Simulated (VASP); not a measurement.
## InSe: what moves the LDA gap besides the functional

How far does the LDA gap of InSe depend on cutoff, mesh and cell? The starting structure is a measured crystal structure from the Crystallography Open Database. The atoms were first relaxed with LDA in that cell, in a run that isn't shown, and the relaxed structure is the one below.

Method: Kohn-Sham DFT with plane waves and PAW; LDA, in VASP 6.6.1.

**1. The structure**

Symmetry: R3m, No. 160, trigonal system. The conventional cell has a = 4.000 Å, b = 4.000 Å, c = 24.950 Å, α = 90.00°, β = 90.00°, γ = 120.00°. In has 3 Se at 2.63 Å and 1 In at 2.76 Å nearest. Nearest to In lie 3 Se at 2.63 Å and 1 In at 2.76 Å. Nearest to Se lie 3 In at 2.63 Å. Nearest to Se lie 3 In at 2.63 Å. Farther neighbours and most contacts between anions are not listed.

Coordinates:

```cif
data_structure
_symmetry_space_group_name_H-M 'R3m:H'
_symmetry_Int_Tables_number 160
_cell_length_a 4.0000
_cell_length_b 4.0000
_cell_length_c 24.9500
_cell_angle_alpha 90.000
_cell_angle_beta 90.000
_cell_angle_gamma 120.000
_cell_volume 345.72
loop_
_atom_site_label
_atom_site_type_symbol
_atom_site_symmetry_multiplicity
_atom_site_Wyckoff_symbol
_atom_site_fract_x
_atom_site_fract_y
_atom_site_fract_z
_atom_site_occupancy
In1 In 3 a 0.00000 0.00000 0.11137 1
In2 In 3 a 0.00000 0.00000 0.00084 1
Se1 Se 3 a 0.66667 0.33333 0.16194 1
Se2 Se 3 a 0.33333 0.66667 0.28356 1
```

**2. Reference bands**

INCAR

```
SYSTEM = InSe
PREC = Accurate
ENCUT = 350
EDIFF = 1E-06
NELM = 100
ISMEAR = 0
SIGMA = 0.03
LREAL = .FALSE.
ALGO = Normal
GGA = CA
NBANDS = 33
LORBIT = 11
LWAVE = .FALSE.
LCHARG = .FALSE.
KPAR = 8
LASPH = .TRUE.
```

POSCAR

```
InSe
1.0
    2.0000000000      1.1547005384      8.3166666667
   -2.0000000000      1.1547005384      8.3166666667
    0.0000000000     -2.3094010768      8.3166666667
In Se
2 2
Direct
    0.8886320810      0.8886320810      0.8886320810
    0.9991623612      0.9991623612      0.9991623612
    0.1713962895      0.1713962895      0.1713962895
    0.3831092683      0.3831092683      0.3831092683
```

KPOINTS

```
Automatic mesh
0
Gamma
6 6 6
0 0 0
```

KPOINTS_OPT

```
Line mode
10
Line-mode
Reciprocal
  0.00000000   0.00000000   0.00000000 GAMMA
  0.50000000   0.00000000   0.00000000 L

  0.50000000   0.00000000   0.00000000 L
  0.50000000   0.17951802  -0.17951802 B1

  0.82048198   0.50000000   0.17951802 B
  0.50000000   0.50000000   0.50000000 Z

  0.50000000   0.50000000   0.50000000 Z
  0.00000000   0.00000000   0.00000000 GAMMA

  0.00000000   0.00000000   0.00000000 GAMMA
  0.33975901   0.00000000  -0.33975901 X

  0.66024099   0.33975901   0.00000000 Q
  0.50000000   0.50000000   0.00000000 F

  0.50000000   0.50000000   0.00000000 F
  0.66024099   0.66024099   0.17951802 P1

  0.66024099   0.66024099   0.17951802 P1
  0.50000000   0.50000000   0.50000000 Z

  0.50000000   0.00000000   0.00000000 L
  0.82048198   0.33975901   0.33975901 P
```

Potentials, in the order of the species: In_d and Se (LDA family, release 64).

Started as:

```
> mpirun -np 8 vasp_std
```

Log:

```text
[banner, memory and clock lines left out]
running    8 mpi-ranks, on    1 nodes
 distrk:  each k-point on    1 cores,    8 groups
 distr:  one band on    1 cores,    1 groups

 POSCAR found type information on POSCAR InSe
 POSCAR found :  2 types and       4 ions
|                                                                             |
|           W    W    AA    RRRRR   N    N  II  N    N   GGGG   !!!           |
|           W    W   A  A   R    R  NN   N  II  NN   N  G    G  !!!           |
|           W    W  A    A  R    R  N N  N  II  N N  N  G       !!!           |
|           W WW W  AAAAAA  RRRRR   N  N N  II  N  N N  G  GGG   !            |
|           WW  WW  A    A  R   R   N   NN  II  N   NN  G    G                |
|           W    W  A    A  R    R  N    N  II  N    N   GGGG   !!!           |
|                                                                             |
|     For optimal performance we recommend to set                             |
|       NCORE = 2 up to number-of-cores-per-socket                            |
|     NCORE specifies how many cores store one orbital (NPAR=cpu/NCORE).      |
|     This setting can greatly improve the performance of VASP for DFT.       |
|     The default, NCORE=1 might be grossly inefficient on modern             |
|     multi-core architectures or massively parallel machines. Do your        |
|     Unfortunately you need to use the default for GW and RPA                |
|     calculations (for HF NCORE is supported but not extensively tested      |
|     yet).                                                                   |
|                                                                             |

 LDA part: xc-table for (Slater(with rela. corr.)+CA(PZ))
 , standard interpolation
 POSCAR, INCAR and KPOINTS ok, starting setup
 FFT: planning ... GRIDC
 FFT: planning ... GRID_SOFT
 FFT: planning ... GRID
 WAVECAR not read
 entering main loop
       N       E                     dE             d eps       ncg     rms          rms(c)
DAV:   1     0.307968827443E+03    0.30797E+03   -0.13126E+04  2136   0.963E+02
DAV:   2     0.181234167042E+02   -0.28985E+03   -0.27574E+03  2200   0.295E+02
DAV:   3    -0.156510552414E+02   -0.33774E+02   -0.33231E+02  2582   0.114E+02
DAV:   4    -0.170847900325E+02   -0.14337E+01   -0.14306E+01  2512   0.246E+01
DAV:   5    -0.171551180956E+02   -0.70328E-01   -0.70319E-01  3288   0.497E+00    0.697E+00
DAV:   6    -0.167030904366E+02    0.45203E+00   -0.63681E-01  3004   0.119E+01    0.427E+00
DAV:   7    -0.166580954446E+02    0.44995E-01   -0.26701E-01  2855   0.311E+00    0.109E+00
DAV:   8    -0.166526129092E+02    0.54825E-02   -0.23538E-02  3277   0.143E+00    0.534E-01
DAV:   9    -0.166518184642E+02    0.79445E-03   -0.39112E-03  2798   0.372E-01    0.140E-01
DAV:  10    -0.166518359874E+02   -0.17523E-04   -0.21546E-04  2911   0.868E-02    0.742E-02
DAV:  11    -0.166518501118E+02   -0.14124E-04   -0.43520E-05  2910   0.509E-02    0.183E-02
DAV:  12    -0.166518459462E+02    0.41657E-05   -0.10543E-05  2989   0.275E-02    0.129E-02
DAV:  13    -0.166518465108E+02   -0.56460E-06   -0.18440E-06  2066   0.594E-03
   1 F= -.16651847E+02 E0= -.16651847E+02  d E =-.809987E-09
 Start KPOINTS_OPT (optional k-point list driver)
k-point batch [1-32\90]
       N       E                     dE             ncg
DAV:   1     0.300961433245E+04   -0.18429E+05     2120
DAV:   2    -0.620043487978E+04   -0.92100E+04     2168
DAV:   3    -0.731624981008E+04   -0.11158E+04     2599
DAV:   4    -0.736482894228E+04   -0.48579E+02     2568
DAV:   5    -0.736706328744E+04   -0.22343E+01     3280
DAV:   6    -0.736709229408E+04   -0.29007E-01     2614
DAV:   7    -0.736709440500E+04   -0.21109E-02     3256
DAV:   8    -0.736709442974E+04   -0.24733E-04     2702
DAV:   9    -0.736709443035E+04   -0.61566E-06     1712
[...]
k-point batch [65-90\90]
       N       E                     dE             ncg
DAV:   1     0.824149115980E+04   -0.18110E+05     1716
DAV:   2     0.814616956159E+03   -0.74269E+04     1741
DAV:   3    -0.519132086280E+02   -0.86653E+03     2049
DAV:   4    -0.884941465416E+02   -0.36581E+02     2120
DAV:   5    -0.902997819088E+02   -0.18056E+01     2664
DAV:   6    -0.903271040664E+02   -0.27322E-01     2159
DAV:   7    -0.903284056165E+02   -0.13016E-02     2568
DAV:   8    -0.903284281579E+02   -0.22541E-04     2192
DAV:   9    -0.903284287361E+02   -0.57820E-06     1424
```

It took 2.2 min on 8 MPI ranks of AMD EPYC 7R43, shared host; peak memory 2.4 GiB; 14 min of CPU time.

The logs omit lines about the potential files and the build; timing stands in the text.

From OUTCAR (step 2):

```text
ion  position               nearest neighbor table
   1  0.889  0.889  0.889-   3 2.63   3 2.63   3 2.63   2 2.76
   2  0.999  0.999  0.999-   4 2.63   4 2.63   4 2.63   1 2.76
   3  0.171  0.171  0.171-   1 2.63   1 2.63   1 2.63
   4  0.383  0.383  0.383-   2 2.63   2 2.63   2 2.63

  LATTYP: Found a trigonal (rhomboedric) cell.
 ALAT       =     8.6313543421
 COS(alpha) =     0.8926178500

 Subroutine GETGRP returns: Found  6 space group operations
 (whereof  6 operations were pure point group operations)

The static configuration has the point symmetry C_3v.

 Found     32 irreducible k-points:

   k-points           NKPTS =     32   k-points in BZ     NKDIM =     32   number of bands    NBANDS=     33

   dimension x,y,z NGX =    54 NGY =   54 NGZ =   54
   dimension x,y,z NGXF=   108 NGYF=  108 NGZF=  108

   ENCUT  =  350.0 eV  25.72 Ry    5.07 a.u.  13.17 13.17 13.17*2*pi/ulx,y,z

   NELECT =      38.0000    total number of electrons

 k-points in reciprocal lattice and weights: Automatic mesh
   0.00000000  0.00000000  0.00000000       0.005
   0.16666667  0.00000000 -0.00000000       0.028
   0.33333333  0.00000000  0.00000000       0.028
   0.50000000  0.00000000  0.00000000       0.014
   0.16666667  0.16666667 -0.00000000       0.028
   0.33333333  0.16666667  0.00000000       0.056
   0.50000000  0.16666667  0.00000000       0.056
  -0.33333333  0.16666667  0.00000000       0.056
  -0.16666667  0.16666667  0.00000000       0.028
[...]
-0.33333333  0.50000000  0.33333333       0.028
   0.50000000  0.50000000  0.50000000       0.005

 average (electrostatic) potential at core
       1 -96.5580       2 -96.5589       3 -60.2261       4 -60.2270

 E-fermi :   4.2376

 k-point     1 :       0.0000    0.0000    0.0000
  band No.  band energies     occupation
    ...
     15       2.4862      2.00000
     16       2.7574      2.00000
     17       2.7574      2.00000
     18       2.8557      2.00000
     19       2.8557      2.00000
     20       5.6842      0.00000
     21       6.0266      0.00000
     22       8.3153      0.00000
     23       8.3153      0.00000
     24       9.3140      0.00000
    ...

 k-point     2 :       0.1667    0.0000   -0.0000
  band No.  band energies     occupation
    ...
     15       1.2767      2.00000
     16       2.2502      2.00000
     17       2.4262      2.00000
     18       2.5703      2.00000
     19       3.0129      2.00000
     20       6.1502      0.00000
     21       6.6650      0.00000
     22       7.6815      0.00000
     23       8.5522      0.00000
     24       8.5653      0.00000
    ...

 k-point     3 :       0.3333    0.0000    0.0000
  band No.  band energies     occupation
    ...
     15       0.1580      2.00000
     16       1.9149      2.00000
     17       1.9871      2.00000
     18       2.0461      2.00000
     19       2.8425      2.00000
     20       5.4683      0.00000
     21       6.0650      0.00000
     22       7.7825      0.00000
     23       8.2481      0.00000
     24       8.7771      0.00000
    ...

  Total       -0.7262138     -0.7262138     -0.7323494     -0.0000000     -0.0000000      0.0000000
  in kB      -10.0966011    -10.0966011    -10.1819045     -0.0000000     -0.0000000      0.0000000
  external PRESSURE =     -10.1250356 kB  Pullay stress =       0.0000000 kB

  energy-cutoff  :      350.00
  volume of cell :      115.24
      direct lattice vectors                 reciprocal lattice vectors
     2.000000000  1.154700538  8.316666667     0.250000000  0.144337567  0.040080160
    -2.000000000  1.154700538  8.316666667    -0.250000000  0.144337567  0.040080160
     0.000000000 -2.309401077  8.316666667     0.000000000 -0.288675135  0.040080160

 POSITION                                       TOTAL-FORCE (eV/Angst)
 -----------------------------------------------------------------------------------
      0.00000      0.00000     22.17137         0.000000     -0.000000      0.002630
      0.00000      0.00000     24.92910         0.000000     -0.000000      0.000109
      0.00000      0.00000      4.27634         0.000000     -0.000000     -0.000569
      0.00000      0.00000      9.55858         0.000000      0.000000     -0.002170
 -----------------------------------------------------------------------------------
    total drift:                               -0.000000      0.000000     -0.000041

  FREE ENERGIE OF THE ION-ELECTRON SYSTEM (eV)
  ---------------------------------------------------
  free  energy   TOTEN  =       -16.6518465108 eV

  energy  without entropy=      -16.6518465099  energy(sigma->0) =      -16.65184651

 total charge
# of ion       s       p       d       tot
------------------------------------------
    1        0.875   0.695   9.881  11.452
    2        0.875   0.694   9.881  11.450
    3        1.478   2.330   0.024   3.832
    4        1.478   2.329   0.024   3.831
--------------------------------------------------
tot          4.707   6.048  19.810  30.565

[... 3 further parts left out ...]
```

Spin-orbit coupling is off here; with elements this heavy it can split and shift levels by tenths of an eV.

The reference gap is 0.209 eV.

**3. Bands with cell and atoms relaxed by LDA**

Against step 2 the input has another starting structure. The cell comes from a relaxation at this level, not shown (111.44 Å³).

INCAR is that of step 2.

POSCAR

```
InSe
1.0
    1.9893729762      1.1485650233      8.1286418866
   -1.9893729762      1.1485650233      8.1286418866
    0.0000000000     -2.2971300467      8.1286418866
In Se
2 2
Direct
    0.8876094097      0.8876094097      0.8876094097
    0.0001722030      0.0001722030      0.0001722030
    0.1689966129      0.1689966129      0.1689966129
    0.3855217745      0.3855217745      0.3855217745
```

KPOINTS is that of step 2.

KPOINTS_OPT

```
Line mode
10
Line-mode
Reciprocal
  0.00000000   0.00000000   0.00000000 GAMMA
  0.50000000   0.00000000   0.00000000 L

  0.50000000   0.00000000   0.00000000 L
  0.50000000   0.17997685  -0.17997685 B1

  0.82002315   0.50000000   0.17997685 B
  0.50000000   0.50000000   0.50000000 Z

  0.50000000   0.50000000   0.50000000 Z
  0.00000000   0.00000000   0.00000000 GAMMA

  0.00000000   0.00000000   0.00000000 GAMMA
  0.33998842   0.00000000  -0.33998842 X

  0.66001158   0.33998842   0.00000000 Q
  0.50000000   0.50000000   0.00000000 F

  0.50000000   0.50000000   0.00000000 F
  0.66001158   0.66001158   0.17997685 P1

  0.66001158   0.66001158   0.17997685 P1
  0.50000000   0.50000000   0.50000000 Z

  0.50000000   0.00000000   0.00000000 L
  0.82002315   0.33998842   0.33998842 P
```

Started as:

```
> mpirun -np 8 vasp_std
```

Log:

```text
[banner, memory and clock lines left out]
running    8 mpi-ranks, on    1 nodes
[...]
[... a notice as in an earlier step ...]

 LDA part: xc-table for (Slater(with rela. corr.)+CA(PZ))
 , standard interpolation
 POSCAR, INCAR and KPOINTS ok, starting setup
[...]
entering main loop
       N       E                     dE             d eps       ncg     rms          rms(c)
DAV:   1     0.307870697908E+03    0.30787E+03   -0.13166E+04  2112   0.991E+02
DAV:   2     0.183050976967E+02   -0.28957E+03   -0.27555E+03  2200   0.295E+02
DAV:   3    -0.156684308190E+02   -0.33974E+02   -0.33422E+02  2586   0.114E+02
DAV:   4    -0.170920269109E+02   -0.14236E+01   -0.14205E+01  2503   0.246E+01
[...]
DAV:  11    -0.166614109316E+02   -0.13108E-04   -0.42457E-05  2878   0.487E-02    0.181E-02
DAV:  12    -0.166614067288E+02    0.42028E-05   -0.10190E-05  2949   0.267E-02    0.133E-02
DAV:  13    -0.166614072576E+02   -0.52873E-06   -0.18082E-06  2073   0.594E-03
   1 F= -.16661407E+02 E0= -.16661407E+02  d E =-.660469E-08
 Start KPOINTS_OPT (optional k-point list driver)
k-point batch [1-32\90]
       N       E                     dE             ncg
DAV:   1     0.344117925174E+04   -0.17605E+05     2120
DAV:   2    -0.582814926948E+04   -0.92693E+04     2192
DAV:   3    -0.695014440431E+04   -0.11220E+04     2578
DAV:   4    -0.699809130732E+04   -0.47947E+02     2558
DAV:   5    -0.700040648431E+04   -0.23152E+01     3320
DAV:   6    -0.700043162556E+04   -0.25141E-01     2616
DAV:   7    -0.700043276318E+04   -0.11376E-02     3192
DAV:   8    -0.700043278408E+04   -0.20899E-04     2616
DAV:   9    -0.700043278470E+04   -0.62820E-06     1808
[...]
k-point batch [65-90\90]
       N       E                     dE             ncg
DAV:   1     0.855737531267E+04   -0.17968E+05     1716
DAV:   2     0.106751844641E+04   -0.74899E+04     1804
DAV:   3     0.190103520870E+03   -0.87741E+03     2123
DAV:   4     0.153287570367E+03   -0.36816E+02     2120
DAV:   5     0.151508652568E+03   -0.17789E+01     2688
DAV:   6     0.151482422491E+03   -0.26230E-01     2160
DAV:   7     0.151481451480E+03   -0.97101E-03     2640
DAV:   8     0.151481432430E+03   -0.19050E-04     2167
DAV:   9     0.151481431919E+03   -0.51077E-06     1472
```

Wall time 2.3 min (8 MPI ranks); peak memory 2.3 GiB.

From OUTCAR (step 3):

```text
  Total       -0.1660045     -0.1660045     -0.1700862      0.0000000      0.0000000      0.0000000
  in kB       -2.3866536     -2.3866536     -2.4453367      0.0000000      0.0000000      0.0000000
  external PRESSURE =      -2.4062146 kB  Pullay stress =       0.0000000 kB

 POSITION                                       TOTAL-FORCE (eV/Angst)
 -----------------------------------------------------------------------------------
      0.00000     -0.00000     21.64518         0.000000     -0.000000      0.001486
      0.00000     -0.00000      0.00420         0.000000      0.000000     -0.000810
      0.00000     -0.00000      4.12114         0.000000      0.000000     -0.000160
      0.00000     -0.00000      9.40131         0.000000      0.000000     -0.000515
 -----------------------------------------------------------------------------------
    total drift:                               -0.000000     -0.000000     -0.000263

  FREE ENERGIE OF THE ION-ELECTRON SYSTEM (eV)
  ---------------------------------------------------
  free  energy   TOTEN  =       -16.6614072576 eV

  energy  without entropy=      -16.6614072510  energy(sigma->0) =      -16.66140725

[... 1 part as in an earlier step ...]

[... 2 further parts left out ...]
[key lines of the parts left out:]
E-fermi :   4.6191
```

With cell and atoms relaxed by LDA the gap is 0.190 eV, -0.019 eV from the reference.

**4. Bands with no band path**

Against step 2 the input has no band path (also changed: NBANDS).

INCAR: that of step 3 with these lines changed.

```diff
@@ -10,3 +10,3 @@
 GGA = CA
-NBANDS = 33
+NBANDS = 25
 LORBIT = 11
```

POSCAR

```
InSe
1.0
    2.0000000000      1.1547005384      8.3166666667
   -2.0000000000      1.1547005384      8.3166666667
    0.0000000000     -2.3094010768      8.3166666667
In Se
2 2
Direct
    0.8886320810      0.8886320810      0.8886320810
    0.9991623612      0.9991623612      0.9991623612
    0.1713962895      0.1713962895      0.1713962895
    0.3831092683      0.3831092683      0.3831092683
```

KPOINTS is that of step 3.

Started as:

```
> mpirun -np 8 vasp_std
```

Log:

```text
[... set-up lines as in an earlier step ...]
 entering main loop
       N       E                     dE             d eps       ncg     rms          rms(c)
DAV:   1     0.292536901419E+03    0.29254E+03   -0.14129E+04  1600   0.128E+03
DAV:   2     0.144361095735E+02   -0.27810E+03   -0.27272E+03  1630   0.344E+02
DAV:   3    -0.160204911816E+02   -0.30457E+02   -0.30189E+02  2133   0.134E+02
DAV:   4    -0.171030413261E+02   -0.10826E+01   -0.10809E+01  1813   0.280E+01
[...]
DAV:  11    -0.166518494851E+02   -0.12834E-04   -0.55688E-05  2112   0.796E-02    0.176E-02
DAV:  12    -0.166518460649E+02    0.34201E-05   -0.10683E-05  2265   0.347E-02    0.126E-02
DAV:  13    -0.166518464608E+02   -0.39585E-06   -0.18569E-06  1347   0.867E-03
   1 F= -.16651846E+02 E0= -.16651846E+02  d E =-.810632E-09
```

Run time: 58 s. Hardware: 8 MPI ranks; peak memory 2.3 GiB; 6 min of CPU time.

OUTCAR, selected parts (step 4):

```text
  Total       -0.7200619     -0.7200619     -0.7260849      0.0000000      0.0000000      0.0000000
  in kB      -10.0110695    -10.0110695    -10.0948077      0.0000000      0.0000000      0.0000000
  external PRESSURE =     -10.0389822 kB  Pullay stress =       0.0000000 kB

 POSITION                                       TOTAL-FORCE (eV/Angst)
 -----------------------------------------------------------------------------------
      0.00000      0.00000     22.17137         0.000000     -0.000000      0.002713
      0.00000      0.00000     24.92910         0.000000     -0.000000     -0.000030
      0.00000      0.00000      4.27634         0.000000     -0.000000     -0.000555
      0.00000      0.00000      9.55858         0.000000      0.000000     -0.002128
 -----------------------------------------------------------------------------------
    total drift:                               -0.000000      0.000000     -0.000174

  FREE ENERGIE OF THE ION-ELECTRON SYSTEM (eV)
  ---------------------------------------------------
  free  energy   TOTEN  =       -16.6518464608 eV

  energy  without entropy=      -16.6518464600  energy(sigma->0) =      -16.65184646

[... 1 part as in an earlier step ...]

[... 2 further parts left out ...]
[key lines of the parts left out:]
E-fermi :   4.2376
```

With no band path the gap is 0.209 eV, +0.000 eV from the reference, read on the mesh alone.

[end of part 1 of 2]

[Lines on the potential files, build, host, timing and source positions are cut from VASP's logs without a mark.]

[Logs are printed without paths, hosts, clocks, repeated set-up lines and the standing remarks that a program may print on its own settings, such as how far it seeks lower states.]

[Hosts, paths, dates, database ids (printed as entryN), source tags and the programs' standing remarks are cut or masked in the printed files.]
